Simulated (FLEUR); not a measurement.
# MoS2 (P-3m1) in FLEUR: notebook

One crystal, MoS2, is run at these levels: PBEsol+U; tasks: single point.

Program: FLEUR MaX-R8.1 (later development tree). These are calculated values, not measurements. Logs are shortened: lines on timing, memory, paths and dates and some standing lists are left out, and cuts for length are marked.

## 1. The crystal as given

Symmetry: P-3m1, No. 164, trigonal system. Conventional cell: a = 3.227 Å, b = 3.227 Å, c = 6.312 Å, α = 90.00°, β = 90.00°, γ = 120.00°. Mo (site symmetry -3m) is surrounded by 6 S at 2.42 Å. S (site symmetry 3m) is surrounded by 3 Mo at 2.42 Å.

Measurements of this composition are mostly on another form, of space group No. 194.

## 2. Single point, PBEsol+U

inp.xml reads:

```xml
<?xml version="1.0" encoding="UTF-8" standalone="no"?>
<fleurInput fleurInputVersion="0.39">
   <comment>
      MoS2                                                                                                
   </comment>
   <calculationSetup>
      <cutoffs Kmax="5.44" Gmax="16.9" GmaxXC="16.9" numbands="0"/>
      <scfLoop itmax="100" minDistance="0.0002" maxIterBroyd="50" imix="Anderson" alpha="0.05" precondParam="0.0" spinf="2.0" sdNocoIR="T"/>
      <coreElectrons ctail="T" frcor="F" kcrel="0" coretail_lmax="0"/>
      <xcFunctional name="PBEs" relativisticCorrections="F"/>
      <magnetism jspins="1"/>
      <soc l_soc="F" theta="0.0" phi="0.0" spav="F"/>
      <expertModes spex="0" secvar="F"/>
      <geometryOptimization l_f="F" forcealpha="1.0" forcemix="BFGS" epsdisp="0.00001" epsforce="0.00001"/>
      <ldaU l_linMix="F" mixParam="0.05" spinf="1.0"/>
   </calculationSetup>
   <cell>
      <bzIntegration valenceElectrons="26.0" mode="hist" fermiSmearingEnergy="0.00183747">
         <kPointListSelection listName="default-1"/>
         <!-- k-points included here -->
         <xi:include xmlns:xi="http://www.w3.org/2001/XInclude" href="kpts.xml"> </xi:include>
      </bzIntegration>
      <!-- symmetry operations included here -->
      <xi:include xmlns:xi="http://www.w3.org/2001/XInclude" href="sym.xml"> </xi:include>
      <bulkLattice scale="1.0">
         <bravaisMatrix>
            <row-1>    6.0990240982762058     0.0000000000000000     0.0000000000000000</row-1>
            <row-2>   -3.0495120491381029     5.2819098072880326     0.0000000000000000</row-2>
            <row-3>    0.0000000000000000     0.0000000000000000    11.9288459326171079</row-3>
         </bravaisMatrix>
      </bulkLattice>
   </cell>
   <atomSpecies>
      <species name="Molybdenum (Mo)" element="Mo" atomicNumber="42">
         <mtSphere radius="2.4" gridPoints="801" logIncrement="0.016"/>
         <atomicCutoffs lmax="10" lnonsphr="10"/>
         <electronConfig flipSpins="F">
            <coreConfig>(1s1/2) (2s1/2) (2p1/2) (2p3/2) (3s1/2) (3p1/2) (3p3/2) (3d3/2) (3d5/2)</coreConfig>
            <valenceConfig>(4s1/2) (4p1/2) (4p3/2) (5s1/2) (4d3/2) (4d5/2)</valenceConfig>
            <stateOccupation state="(5s1/2)" spinUp="0.500000" spinDown="0.500000"/>
            <stateOccupation state="(4d3/2)" spinUp="1.000000" spinDown="1.000000"/>
            <stateOccupation state="(4d5/2)" spinUp="1.500000" spinDown="1.500000"/>
         </electronConfig>
         <energyParameters s="5" p="5" d="4" f="4"/>
         <ldaU l="2" U="0.0" J="0.0" l_amf="F"/>
         <lo type="SCLO" l="0" n="4" eDeriv="0"/>
         <lo type="SCLO" l="1" n="4" eDeriv="0"/>
         <lo type="SCLO" l="1" n="4" eDeriv="1"/>
         <lo type="SCLO" l="3" n="4" eDeriv="2"/>
      </species>
      <species name="Sulfur (S)" element="S" atomicNumber="16">
         <mtSphere radius="1.8" gridPoints="603" logIncrement="0.019"/>
         <atomicCutoffs lmax="8" lnonsphr="8"/>
         <electronConfig flipSpins="F">
            <coreConfig>(1s1/2) (2s1/2) (2p1/2) (2p3/2)</coreConfig>
            <valenceConfig>(3s1/2) (3p1/2) (3p3/2)</valenceConfig>
            <stateOccupation state="(3p1/2)" spinUp="0.666667" spinDown="0.666667"/>
            <stateOccupation state="(3p3/2)" spinUp="1.333333" spinDown="1.333333"/>
         </electronConfig>
         <energyParameters s="3" p="3" d="3" f="4"/>
         <lo type="SCLO" l="0" n="3" eDeriv="2"/>
         <lo type="SCLO" l="1" n="3" eDeriv="2"/>
         <lo type="SCLO" l="2" n="3" eDeriv="2"/>
         <lo type="SCLO" l="3" n="4" eDeriv="2"/>
      </species>
   </atomSpecies>
   <atomGroups>
      <atomGroup species="Molybdenum (Mo)">
         <relPos label="                   1">.0000000000 .0000000000 1.000/2.000</relPos>
         <force calculate="T" relaxXYZ="TTT"/>
      </atomGroup>
      <atomGroup species="Sulfur (S)">
         <relPos label="                   2">-1.000/3.000 1.000/3.000 -.2553193200</relPos>
         <relPos label="                   3">1.000/3.000 -1.000/3.000 .2553193200</relPos>
         <force calculate="T" relaxXYZ="TTT"/>
      </atomGroup>
   </atomGroups>
   <output dos="F" band="F" slice="F">
      <checks vchk="F" cdinf="F"/>
      <bandDOS minEnergy="-.5*Htr" maxEnergy="0.5*Htr" sigma="0.015" storeEVData="T"/>
      <vacuumDOS vacdos="F" integ="F" star="F" nstars="0" locx1="0.0" locy1="0.0" locx2="0.0" locy2="0.0" nstm="0" tworkf="0.0"/>
      <unfoldingBand unfoldBand="F" supercellX="1" supercellY="1" supercellZ="1"/>
      <plotting iplot="0" polar="F">
         <plot TwoD="T" vec1="  1.0  0.0  0.0" vec2="  0.0  1.0  0.0" vec3="  0.0  0.0  1.0" zero="  0.0  0.0  0.0" file="plot"/>
      </plotting>
      <chargeDensitySlicing numkpt="0" minEigenval="0.0" maxEigenval="0.0" nnne="0" pallst="F"/>
      <specialOutput eonly="F"/>
      <moessbauerParams electricFieldGradient="T" isomerShift="T" coreHyperfine="T" valenceHyperfine="T"/>
      <magneticCircularDichroism mcd="F" energyLo="-10.0" energyUp="0.0"/>
   </output>
  <!-- We include the file relax.xml here to enable relaxations (see documentation) -->
  <xi:include xmlns:xi="http://www.w3.org/2001/XInclude" href="relax.xml"> <xi:fallback/> </xi:include>
</fleurInput>
```

crystal.txt reads:

```
MoS2
&input cartesian=F /
3.2274645616  0.0000000000  0.0000000000
-1.6137322808  2.7950663001  0.0000000000
0.0000000000  0.0000000000  6.3124734200
1.8897261246
1.0 1.0 1.0

3
42 0.0000000000  0.0000000000  0.5000000000
16 0.6666666667  0.3333333333  0.7446806800
16 0.3333333333  0.6666666667  0.2553193200

&kpt div1=7 div2=7 div3=3 gamma=T /
```

Potentials or basis: all-electron, FLAPW.

Launch:

```bash
inpgen -f crystal.txt -profile fastHighL
# inp.xml edited to the form shown
fleur_MPI
```

Log:

```text
Welcome to FLEUR        (www.flapw.de)
      MaX-Release 8.1          (www.max-centre.eu)

 ========== k-point set info ==========
 Selected k-point list: default-1
 k-point list type: mesh
 7 x 7 x 3
 Number of k points: 20

 ------------Calculation Setup---------------------------
 Number of MPI-tasks      :            1
 Number of PE/node        :            1
 Number of OMP-threads    :            1
 Most efficient MPI parallelization for:
           1           2           4           5          10          20
 Additional eigenvalue parallelization possible
 Number of basis functions:         1139
 Approximate size of matrices (H+S) per k-point:         0.019 GB
 --------------------------------------------------------
 no density matrix found ... skipping LDA+U
 Reset of history
 Iteration:     1   Distance:      15.28303354 me/bohr^3
 Iteration:     2   Distance:      12.59803817 me/bohr^3
 Iteration:     3   Distance:      10.51440746 me/bohr^3
 Iteration:     4   Distance:       9.00796693 me/bohr^3
 Iteration:     5   Distance:       7.29772178 me/bohr^3
 Iteration:     6   Distance:       2.88320706 me/bohr^3
 Iteration:     7   Distance:       2.17320361 me/bohr^3
 Iteration:     8   Distance:       1.04505762 me/bohr^3
 Iteration:     9   Distance:       1.15774923 me/bohr^3
 Iteration:    10   Distance:       0.15873374 me/bohr^3
 Iteration:    11   Distance:       0.08497643 me/bohr^3
 Iteration:    12   Distance:       0.01378773 me/bohr^3
 Iteration:    13   Distance:       0.00384105 me/bohr^3
 Iteration:    14   Distance:       0.00303642 me/bohr^3
 Iteration:    15   Distance:       0.00034717 me/bohr^3
 Iteration:    16   Distance:       0.00077194 me/bohr^3
 Iteration:    17   Distance:       0.00013294 me/bohr^3

 ********************************************************************
 Run finished successfully
 Stop message:
   all done
 ********************************************************************
```

It took 2.8 min on 1 thread of Arm Neoverse V2, shared host; peak memory 0.11 GiB.

Results:

- Free energy: -131829.5633 eV
- Band gap on the k mesh: none (metal or under the smearing width)
- Valence electrons inside the program's atomic spheres: Mo 11.93; S 3.19 (radii Mo 2.4, S 1.8 bohr)

Levels at points of the mesh, in eV from the Fermi level:
```tsv
k point	band 11	band 12	band 13	band 14	band 15	band 16
(0.00, 0.00, 0.00)	-1.18	-1.06	-1.06	-0.38	-0.38	3.12
```

Eigenvalues of the final occupation matrices:
| site | spin | trace | eigenvalues |
| --- | --- | --- | --- |
| atom type 1 | 1 | 3.44 | 0.63 0.63 0.70 0.74 0.74 |

Core levels (eV from the Fermi level):
| atom | levels |
| --- | --- |
| 1 Mo | 1s1/2 -19798.4, 2s1/2 -2794.1, 2p1/2 -2570.7, 2p3/2 -2464.2, 3s1/2 -473.5, 3p1/2 -388.5, 3p3/2 -371.0, 3d3/2 -220.6, 3d5/2 -217.3 |
| 2 S | 1s1/2 -2395.9, 2s1/2 -205.7, 2p1/2 -151.6, 2p3/2 -150.4 |
| 3 S | 1s1/2 -2395.9, 2s1/2 -205.7, 2p1/2 -151.6, 2p3/2 -150.4 |

Caveat: U without spin polarisation on a metal has little footing.

## 3. Single point, PBEsol+U

Changes to inp.xml since step 2:

```diff
@@ -44,3 +44,3 @@
          <energyParameters s="5" p="5" d="4" f="4"/>
-         <ldaU l="2" U="0.0" J="0.0" l_amf="F"/>
+         <ldaU l="2" U="2" J="0.0" l_amf="F"/>
          <lo type="SCLO" l="0" n="4" eDeriv="0"/>
```

crystal.txt is that of step 2.

Potentials or basis: all-electron, FLAPW.

Launch:

```bash
inpgen -f crystal.txt -profile fastHighL
# inp.xml edited to the form shown
fleur_MPI
```

Wall time 2.8 min (1 thread of Arm Neoverse V2, shared host); peak memory 0.11 GiB.

The run converged. Its results:

```yaml
Free_energy: -131827.3203 eV
Band_gap_on_the_k_mesh: none (metal or under the smearing width)
Valence_electrons_inside_the_program's_atomic_spheres: Mo 11.90; S 3.20 (radii Mo 2.4, S 1.8 bohr)
```

Levels at points of the mesh, in eV from the Fermi level:
```csv
k point,band 11,band 12,band 13,band 14,band 15,band 16
"(0.00, 0.00, 0.00)",-1.17,-1.07,-1.07,-0.41,-0.41,3.13
```

Eigenvalues of the final occupation matrices:
| site | spin | trace | eigenvalues |
| --- | --- | --- | --- |
| atom type 1 | 1 | 3.40 | 0.61 0.61 0.70 0.74 0.74 |

Core levels (eV from the Fermi level):
| atom | levels |
| --- | --- |
| 1 Mo | 1s1/2 -19798.8, 2s1/2 -2794.4, 2p1/2 -2571.0, 2p3/2 -2464.6, 3s1/2 -473.8, 3p1/2 -388.8, 3p3/2 -371.3, 3d3/2 -221.0, 3d5/2 -217.6 |
| 2 S | 1s1/2 -2395.9, 2s1/2 -205.7, 2p1/2 -151.6, 2p3/2 -150.4 |
| 3 S | 1s1/2 -2395.9, 2s1/2 -205.7, 2p1/2 -151.6, 2p3/2 -150.4 |

Caveat: U without spin polarisation on a metal has little footing.
